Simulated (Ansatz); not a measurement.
# Ti (P6/mmm) in Ansatz: phonons with PBE

Aim: the phonons of Ti with PBE.

All numbers are computed with Ansatz 0.2.0; they aren't measurements. Logs are shortened: lines on timing, memory, paths and dates and some standing lists are left out, and cuts for length are marked.

## (1) Starting point

Symmetry: P6/mmm, No. 191, hexagonal system. The conventional cell has a = 4.567 Å, b = 4.567 Å, c = 2.826 Å, α = 90.00°, β = 90.00°, γ = 120.00°. Around Ti (site symmetry -6m2) lie 11 Ti at 2.64 to 2.99 Å. Ti (site symmetry 6/mmm) has 14 Ti at 2.83 to 2.99 Å as nearest neighbours.

This isn't the form of Ti at room conditions, which is hcp.

## (2) Phonons, PBE

Contents of input.yaml:

```yaml
crystal:
  lattice:
    - [4.5673748306, 0.0, 0.0]
    - [-2.2836874153, 3.9554626319, 0.0]
    - [0.0, 0.0, 2.82624427]
  atoms:
    - { symbol: Ti, position: [0.6666666667, 0.3333333333, 0.5] }
    - { symbol: Ti, position: [0.3333333333, 0.6666666667, 0.5] }
    - { symbol: Ti, position: [0.0, 0.0, 0.0] }
hamiltonian:
  xc: pbe
  pseudopotentials: { kind: paw }
kpoints:
  mp_grid: { grid: [5, 5, 7] }
scf:
  occupations: { method: fermi_dirac, width: 0.05 }
phonons:
  method: dfpt
```

Potentials or basis: Ansatz PAW.

Run with:

```console
ansatz run input.yaml --threads 2 --pin off --max-ram 5632MiB --backend cpu --events-out ev --progress --plain --runs-dir out
```

Standard output:

```text
Warning: RAYON_NUM_THREADS=2 ignored (pool sized by the plan → 2); use --threads N
zone centre: on kpoints.mp_grid the ground state, and the responses unless they are solved on pairs of k-points, stand on 36 of the mesh's 175 k-points, reduced under 4 symmetry operations, with k and −k counted as one. Each operation leaves every solved displacement unchanged or reverses it
Engine: ansatz 0.2.0, x86_64-unknown-linux-gnu
Pseudopotentials: kind: paw
Pseudopotential: Ti, paw, valence charge 12, recommended cutoff 420 eV (normal), Ti.paw.azcp
Functional definition: PBE
  parameter kappa = 0.804
  parameter beta = 0.06672455060314922
  exchange = pbe_x(kappa = kappa, mu = beta*pi^2/3)
  correlation = pbe_c(beta = beta)
Crystal: 3 atoms, lattice volume = 51.059 Å³
Basis set: ecut = 420 eV, 975 PW (Γ), exchange–correlation on 64×64×40 points (8 copies of the dense FFT grid, shifted against one another)
Bands: 22, of which v1, the nominal top of the filled ones, is band 18 counted from 1 (17 counted from 0)
Symmetry: 24 space group operations
k-points: 36 of 175 (irreducible under 4 space group operations, time reversal used)
Non-local potential: Ti, projectors of the file, l = 0: 3, l = 1: 2, l = 2: 3, l = 3: 1
PAW form: soft (Blöchl's): semilocal exchange-correlation on the pseudo side does not see the compensation charge
PAW one-centre angular grid: Ti, 590 points (default); XC on 64 Gauss nodes
Initial density: superposition of atomic densities (neutral atoms: chi_scale 0, normalization atom), corrected by the library's trained network
Initial wavefunctions: pseudopotential atomic-orbital guess
Functional: x = pbe(κ = 0.804, μ = 0.2195149727645171), c = pbe(β = 0.06672455060314922)
SCF iter   1: F=—  HF=-7499.027992 eV  |F-HF|=—  |Δ(HF+E_count)|=         —  Δρ=1.06e-2  dr2=7.60e-2  ethr=1.77e-3  ⟨swp⟩=4.0  Hψ=2774  notcnv=0
preconditioner: auto → none  [metal: Δε(μ)=0.036 eV  Ē_g=2.468 eV  σ=0.050 eV  W_gap=0.18  n_scr=8 (ndim 8)  ℏωp=18.0 eV  f_vac=0.000  D(μ)=3.59/eV (n_scr^D=44)  sad-step TF]
SCF iter   2: F=—  HF=-7499.020602 eV  |F-HF|=—  |Δ(HF+E_count)|=   7.39e-3  Δρ=6.60e-3  dr2=3.52e-2  ethr=2.11e-4  ⟨swp⟩=1.9  Hψ=1162  notcnv=0
SCF iter   3: F=—  HF=-7499.016709 eV  |F-HF|=—  |Δ(HF+E_count)|=   3.89e-3  Δρ=8.77e-4  dr2=7.93e-4  ethr=9.78e-5  ⟨swp⟩=2.0  Hψ=1095  notcnv=0
SCF iter   4: F=—  HF=-7499.016667 eV  |F-HF|=—  |Δ(HF+E_count)|=   4.19e-5  Δρ=2.77e-4  dr2=8.49e-5  ethr=2.20e-6  ⟨swp⟩=1.9  Hψ=951  notcnv=0
SCF iter   5: F=—  HF=-7499.016658 eV  |F-HF|=—  |Δ(HF+E_count)|=   8.55e-6  Δρ=6.99e-5  dr2=3.72e-6  ethr=2.36e-7  ⟨swp⟩=1.6  Hψ=818  notcnv=0
SCF iter   6: F=—  HF=-7499.016653 eV  |F-HF|=—  |Δ(HF+E_count)|=   4.84e-6  Δρ=1.55e-5  dr2=1.77e-7  ethr=1.03e-8  ⟨swp⟩=1.9  Hψ=899  notcnv=0
SCF iter   7: F=—  HF=-7499.016653 eV  |F-HF|=—  |Δ(HF+E_count)|=   8.73e-9  Δρ=1.72e-6  dr2=1.52e-9  ethr=4.92e-10  ⟨swp⟩=1.9  Hψ=959  notcnv=0
SCF iter   8: F=—  HF=-7499.016653 eV  |F-HF|=—  |Δ(HF+E_count)|=  3.65e-10  Δρ=2.41e-7  dr2=1.02e-11  ethr=4.22e-12  ⟨swp⟩=2.0  Hψ=1011  notcnv=0
SCF iter   9: F=-7499.016653 eV  HF=-7499.016653 eV  |F-HF|=3.64e-12  |Δ(HF+E_count)|=  2.73e-12  Δρ=4.65e-8  dr2=5.18e-13  ethr=1.00e-12  ⟨swp⟩=4.6  Hψ=2996  notcnv=0
SCF 1 converged in 9 iterations: F = -7499.016653 eV  dr2 = 5.18e-13
DFPT response loops at Γ: preconditioner auto → Kerker (q_TF=auto, 2.574 Å⁻¹) (partly filled bands, converged f_vac=0.000); β = 1.00, the filter's whole step (`scf.mixing.beta` (0.50) is not read by the response loops under this deck's `scf.mixing.preconditioner`; to damp them name `kerker` or `kerker_dos`, under which they read `scf.mixing.beta`, and type it under 1.00, their step now; both keys bind the ground state too); Broyden in place of MSR1
SCF converged after 9 iterations
Free energy (F): -7499.016653 eV
Harris-Foulkes:  -7499.016653 eV  (|F-HF|=3.64e-12)
Internal energy: -7498.987722 eV  (E = F + TS)
E sigma→0 (E₀):  -7499.002188 eV
Entropy (-TS):   -0.028931 eV (-9.644 meV/atom)
Fermi energy:    13.556019 eV
--- Per-component energies (eV) ---
  E_band       = -461.770321
  E_kinetic    = 818.569837
  E_local      = -2414.807639  (includes V_loc(G=0)·N_el)
  E_nonlocal   = 24.534398
  E_hartree    = 994.815412
  E_xc         = -292.866272
  E_vxc        = -366.449366  (∫ρ·V_xc dr)
  E_paw        = -3143.121779  (= ΣΔE_a)
  E_vpaw       = -513.248711  (= ΣTr[D̂ρ^β])
  E_aug_tail   = 0.000367  (compensation charges beyond the density's cutoff)
  E_ewald      = -3486.112046
  E_smearing   = -0.028931  (= −TS)
  E_closure    = 0.000000  (closes the sum)
  Σ components = -7499.016653   (vs F -7499.016653, Δ=0.00e0)
--- Band table (eV; the first three rows and the last of 36) ---
  k-point 0: bands = ["-43.2490", "-42.9881", "-42.8199", "-19.5795", "-19.5795", "-19.4787", "-19.4787", "-19.1884", "-18.9846", "-18.9009", "-18.8734", "-18.8734", "7.4898", "11.6279", "12.8740", "12.8740", "12.9638", "12.9638", "13.5699", "14.2754", "14.8851", "14.8851"]
  k-point 1: bands = ["-43.2360", "-42.9799", "-42.8098", "-19.5606", "-19.5606", "-19.4669", "-19.4669", "-19.2689", "-19.0826", "-18.9825", "-18.8749", "-18.8749", "7.9468", "11.9650", "12.5838", "12.5838", "12.7539", "12.7539", "14.1699", "14.6680", "14.7830", "14.7830"]
  k-point 2: bands = ["-43.2063", "-42.9615", "-42.7870", "-19.5168", "-19.5168", "-19.4442", "-19.4403", "-19.4403", "-19.3014", "-19.1630", "-18.8797", "-18.8797", "9.1793", "11.9821", "11.9821", "12.3180", "12.3180", "12.5249", "14.7751", "14.7751", "15.0174", "15.0174"]
  k-point 35: bands = ["-43.1814", "-42.9067", "-42.8103", "-19.6623", "-19.5977", "-19.5096", "-19.4032", "-19.3286", "-19.3119", "-19.2982", "-18.9784", "-18.8378", "11.0084", "11.4439", "11.9786", "12.2759", "12.4506", "12.8791", "14.0385", "14.4927", "14.4929", "15.0950"]
--- Phonons (Γ-DFPT): 4 representative perturbations + reference, on 36 of 175 k-points (Σ response iterations 12) ---
  k mesh reduced under 4 symmetry operations, with k and −k counted as one. Each operation leaves every solved displacement unchanged or reverses it
  ASR residual: 1.404e-3 → 0.000e0 eV/Å²; symmetrization residual: 5.447e-6 eV/Å²
  ASR residual per site (eV/Å²): 5.54e-4 5.54e-4 1.40e-3
  Γ frequencies (cm⁻¹): 0.00 0.00 0.00 134.71 145.04 145.04 191.93 191.93 222.79
  non-analytic LO–TO correction: not included (Born effective charges unavailable; polar crystals: no LO–TO splitting at Γ)
```

Wall time 20 s (2 threads of Intel Xeon at 2.50GHz (Skylake/Cascade Lake), shared host); peak memory 0.49 GiB.

Results:

```yaml
Free_energy: -7499.0167 eV
Band_gap_on_the_k_mesh: none (metal or under the smearing width)
Highest_phonon_frequency_at_Γ: 223 cm⁻¹
```

Phonon frequencies in cm⁻¹ (negative: imaginary):
```tsv
q point	frequencies
(0.000, 0.000, 0.000)	0 0 0 135 145 145 192 192 223
```
